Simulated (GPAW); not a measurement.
# Si2W (I4/mmm) in GPAW: equation of state with LDA

Aim: the equation of state of Si2W with LDA.

Program: GPAW 26.7.0. These are calculated values, not measurements. Logs are shortened: lines on timing, memory, paths and dates and some standing lists are left out, and cuts for length are marked. The log counts tension as positive stress, the text compression.

**1. The structure**

It takes space group I4/mmm (No. 139, tetragonal). The conventional cell has a = 3.214 Å, b = 3.214 Å, c = 7.830 Å, α = 90.00°, β = 90.00°, γ = 90.00°. W (site symmetry 4/mmm) is surrounded by 10 Si at 2.62 Å. Around Si (site symmetry 4mm) lie 5 Si at 2.59 to 2.63 Å and 5 W at 2.62 Å.

**2. Equation of state, LDA**

run.py reads:

```python
from ase import Atoms
from ase.eos import EquationOfState
from ase.io import Trajectory
from ase.units import GPa
from gpaw import GPAW, PW

atoms = Atoms(['W', 'Si', 'Si'],
              cell=[[-1.6069, 1.6069, 3.91495],
                    [1.6069, -1.6069, 3.91495],
                    [1.6069, 1.6069, -3.91495]],
              scaled_positions=[[0.0, 0.0, 0.0],
                                [0.6653, 0.6653, 0.0],
                                [0.3347, 0.3347, 0.0]],
              pbc=True)

traj = Trajectory('eos.traj', 'w')
volumes, energies = [], []
for x in [0.94, 0.96, 0.98, 1.0, 1.02, 1.04, 1.06]:
    a = atoms.copy()
    a.set_cell(atoms.cell * x**(1 / 3), scale_atoms=True)
    calc = GPAW(mode=PW(600),
                xc='LDA',
                kpts={'size': (8, 8, 8), 'gamma': True},
                occupations={'name': 'fermi-dirac', 'width': 0.05},
                nbands=23,
                convergence={'density': 1e-05, 'energy': 1e-05},
                maxiter=150,
                txt=f'eos-{x:.2f}.txt')
    a.calc = calc
    energies.append(a.get_potential_energy(force_consistent=True))
    volumes.append(a.get_volume())
    p = -a.get_stress()[:3].mean() / GPa
    calc.write(f'eos-{x:.2f}.gpw')
    traj.write(a)
    print(f'{x:.2f} {volumes[-1]:10.4f} A^3 {energies[-1]:14.6f} eV {p:9.3f} GPa', flush=True)

v0, e0, B = EquationOfState(volumes, energies, eos='birchmurnaghan').fit()
print(f'V0 = {v0:.4f} A^3, E0 = {e0:.6f} eV, B0 = {B / GPa:.2f} GPa')
```

Potentials or basis: the program's PAW data sets (release 1.2.1) made for this functional, pw.

Command:

```console
> OMP_NUM_THREADS=1 python run.py
```

The log of the run:

```text
__  _  _
 | _ |_)|_||  |
 |__||  | ||/\| - 26.7.0

Input parameters:
  mode=PW(ecut=600.0),
  convergence={'density': 1e-05, 'energy': 1e-05},
  kpts=MonkhorstPack(size=(8, 8, 8), gamma=True),
  maxiter=150,
  nbands=23,
  occupations=Occupations(name='fermi-dirac', width=0.05),
  xc=XC(name='LDA')

Diagonalizing LCAO Hamiltonian
Converting LCAO to pw mode

       Si

       Si

       W

Atoms  # Å, Bohr magnetons
|   | symbol |         x |         y |        z |    initial magnetic moments |
|---|--------|-----------|-----------|----------|-----------------------------|
| 0 |      W |  0.000000 |  0.000000 | 0.000000 | ( 0.0000,  0.0000,  0.0000) |
| 1 |     Si | -0.000000 |  0.000000 | 5.102892 | ( 0.0000,  0.0000,  0.0000) |
| 2 |     Si |  0.000000 | -0.000000 | 2.567170 | ( 0.0000,  0.0000,  0.0000) |

Unit cell  # Å
| periodic |         x |         y |         z |  lengths |     angles |
|----------|-----------|-----------|-----------|----------|------------|
|      yes | -1.574097 |  1.574097 |  3.835031 | 4.434301 | 138.415317 |
|      yes |  1.574097 | -1.574097 |  3.835031 | 4.434301 | 138.415317 |
|      yes |  1.574097 |  1.574097 | -3.835031 | 4.434301 |  60.267513 |

Number of symmetries: 16
Symmetry operations  # r_c * U_cc + t_c -> r_c
|    | kind |            matrix            |
|----|------|------------------------------|
|  0 |  σ   |  1, 1, 1,  0, 0,-1,  0,-1, 0 |
|  1 |  C4  |  1, 1, 1,  0, 0,-1, -1, 0, 0 |
|  2 |  E   |  1, 0, 0,  0, 1, 0,  0, 0, 1 |
|  3 |  σ   |  1, 0, 0,  0, 1, 0, -1,-1,-1 |
|  4 |  σ   |  0, 1, 0,  1, 0, 0,  0, 0, 1 |
|  5 |  C2  |  0, 1, 0,  1, 0, 0, -1,-1,-1 |
|  6 |  C2  |  0, 0, 1, -1,-1,-1,  1, 0, 0 |
|  7 |  S4  |  0, 0, 1, -1,-1,-1,  0, 1, 0 |
|  8 |  C4  |  0, 0,-1,  1, 1, 1,  0,-1, 0 |
|  9 |  σ   |  0, 0,-1,  1, 1, 1, -1, 0, 0 |
| 10 |  σ   |  0,-1, 0, -1, 0, 0,  1, 1, 1 |
| 11 |  C2  |  0,-1, 0, -1, 0, 0,  0, 0,-1 |
| 12 |  C2  | -1, 0, 0,  0,-1, 0,  1, 1, 1 |
| 13 |  i   | -1, 0, 0,  0,-1, 0,  0, 0,-1 |
| 14 |  S4  | -1,-1,-1,  0, 0, 1,  1, 0, 0 |
| 15 |  C2  | -1,-1,-1,  0, 0, 1,  0, 1, 0 |

BZ-sampling:
  Number of BZ points: 512
  Number of IBZ points: 59

  Monkhorst-Pack size: [8, 8, 8]
  Monkhorst-Pack shift: [0.0625, 0.0625, 0.0625]

K-points  # in reciprocal-cell coordinates
|     |                                coordinates |     weight |
|-----|--------------------------------------------|------------|
|   0 | (  0.00000000,   0.00000000,   0.00000000) | 0.00195312 |
|   1 | (  0.12500000,  -0.12500000,   0.00000000) | 0.00781250 |
|   2 | (  0.12500000,  -0.12500000,   0.12500000) | 0.00781250 |
|   3 | (  0.12500000,   0.00000000,   0.00000000) | 0.01562500 |
|   4 | (  0.12500000,   0.12500000,  -0.12500000) | 0.00390625 |
|   5 | (  0.25000000,  -0.25000000,   0.00000000) | 0.00781250 |
|   6 | (  0.25000000,  -0.25000000,   0.12500000) | 0.01562500 |
|   7 | (  0.25000000,  -0.25000000,   0.25000000) | 0.00781250 |
|   8 | (  0.25000000,  -0.12500000,   0.00000000) | 0.03125000 |
|   9 | (  0.25000000,  -0.12500000,   0.12500000) | 0.01562500 |
| ... |                                            |            |
|  58 | (  0.50000000,   0.50000000,   0.50000000) | 0.00195312 |

Plane wave coefficients: 1285
Cutoff: 600.0 eV

Spin-components: 1 (collinear spins)
Bands:           23
Projectors:      16
Spin-degeneracy: 2
Datatype:        complex128

Parallelization:
  kpt:    1
  domain: 1
  band:   1

Density:
  Valence electrons: 22.0
  Components: 1
  Grid points: [27 27 27]
  Charge: 0.0  # |e|

Potential:
  Grid points: [27 27 27]

species:
  W:
    name:    Tungsten
    Z:       74.0
    valence: 14
    core:    60
    charge:  0.0  # [|e|]
    compensation charges:
      type: gauss
      rc: 0.40  # [Å]
      lmax: 2
    cutoffs:
      filter: 2.36  # [Å]
      core: 3.02  # [Å]
    projectors
    | kind |    occ | energy [eV] | rcut [Å] |
    |------|--------|-------------|----------|
    |   5s |  2.000 |     -79.053 |    1.344 |
    |   6s |  2.000 |      -5.886 |    1.344 |
    |   5p |  6.000 |     -43.417 |    1.355 |
    |   6p |  0.000 |      -1.469 |    1.355 |
    |   5d |  4.000 |      -4.693 |    1.228 |
    |    d |        |      22.518 |    1.228 |

    Using partial waves for W as LCAO basis

  Si:
    name:    Silicon
    Z:       14.0
    valence: 4
    core:    10
    charge:  0.0  # [|e|]
    compensation charges:
      type: gauss
      rc: 0.33  # [Å]
      lmax: 2
    cutoffs:
      filter: 1.86  # [Å]
      core: 2.06  # [Å]
    projectors
    | kind |    occ | energy [eV] | rcut [Å] |
    |------|--------|-------------|----------|
    |   3s |  2.000 |     -10.878 |    1.058 |
    |   3p |  2.000 |      -4.162 |    1.058 |
    |    s |        |      16.334 |    1.058 |
    |    p |        |      23.049 |    1.058 |
    |    d |        |       0.000 |    1.058 |

    Using partial waves for Si as LCAO basis

Reference energy: -454233.532580  # eV

eigensolver:
  PPCG
  Converge bands: occupied
  niter=2

density mixing:
  MSR1-Mixer
  Pratt-step length: 0.05
  Maximum mixing coefficient: 0.75
  Old densities: 10
  SVD Regularization: 0.005
  Good broyden scale: 1.0
  Trust region scale: 1.0
  Backstep threshold: 4.0
  History deletion threshold: 6.0
  Fourier metric: weight=20.0, sigma=0.015

occupation numbers:
  Fermi-Dirac:
    width: 0.0500  # eV

poisson solver:
  ecut: 4800.0  # eV

xc functional:
  name: None

convergence criteria:
[... 6 lines left out ...]
|iter     | |      energy | eigst |  dens |
|---------|-|-------------|-------|-------|
|iter:   1| |  -26.019255 | +0.30 |       |
|iter:   2| |  -26.009419 | -2.66 | -1.21 |
|iter:   3| |  -25.925052 | -2.49 | -1.24 |
|iter:   4| |  -25.929918 | -3.53 | -1.81 |
|iter:   5| |  -25.930571 | -4.76 | -2.36 |
|iter:   6| |  -25.930570 | -5.33 | -3.04 |
|iter:   7| |  -25.930543c| -6.17 | -3.45 |
|iter:   8| |  -25.930543c| -8.30c| -4.17 |
|iter:   9| |  -25.930543c| -8.25c| -4.76 |
|iter:  10| |  -25.930543c| -9.19c| -5.59c|

Converged in 10 steps
Energy contributions relative to reference atoms: (reference = -454233.532580)

Energy contributions:
  Kinetic:          36.435326
  Coulomb:         -29.346467
  Zero:             -0.138579
  External:          0.000000
  Xc:              -32.879838
  Entropy:          -0.001972
  Spinorbit:         0.000000
  ----------------------------
  Free energy:     -25.931529
  Extrapolated:    -25.930543

dipole moment: (-12.689907, -12.689907, 2.391650)  # |e|*Ang

Fermi level: 13.258
Eigenvalues  # (at kpt = [0.000, 0.000, 0.000])
| band index |      eig [eV] | occ [0-2] |
|------------|---------------|-----------|
|          0 |       -60.113 |     2.000 |
|        ... |               |           |
|          2 |       -24.638 |     2.000 |
|          3 |       -24.638 |     2.000 |
|          4 |        -1.166 |     2.000 |
|          5 |         6.142 |     2.000 |
|          6 |         9.721 |     2.000 |
|          7 |         9.726 |     2.000 |
[... 8 lines left out ...]
|         16 |        19.454 |     0.000 |
|         17 |        19.454 |     0.000 |
|        ... |               |           |
|         22 |        28.646 |     0.000 |

No gap
No difference between direct/indirect transitions

Stress tensor  # eV/Ang^3
|         x |         y |         z |
|-----------|-----------|-----------|
| -0.061139 |  0.000000 | -0.000000 |
|  0.000000 | -0.061139 | -0.000000 |
| -0.000000 | -0.000000 | -0.071339 |

# Writing to eos-0.94.gpw (mode='')
```

It took 7.5 min on 1 thread of Intel Xeon Platinum 8259CL at 2.50GHz (Skylake/Cascade Lake), shared host; peak memory 0.32 GiB.

Results:

```yaml
Equilibrium_volume: 13.18 Å³/atom
Bulk_modulus_at_fixed_shape_and_positions: 243 GPa
Pressure_derivative_of_the_bulk_modulus: 4.5
```

Energy against volume, from the lowest point:
```csv
volume (Å³/atom),energy (meV/atom)
12.670,15.74
12.939,3.26
13.209,0.00
13.479,5.00
13.748,17.39
14.018,36.38
14.287,61.26
```

Caveat: the cell was scaled at fixed shape and fractional positions, which overstates the stiffness of a crystal with free parameters, most of all of layers and chains.
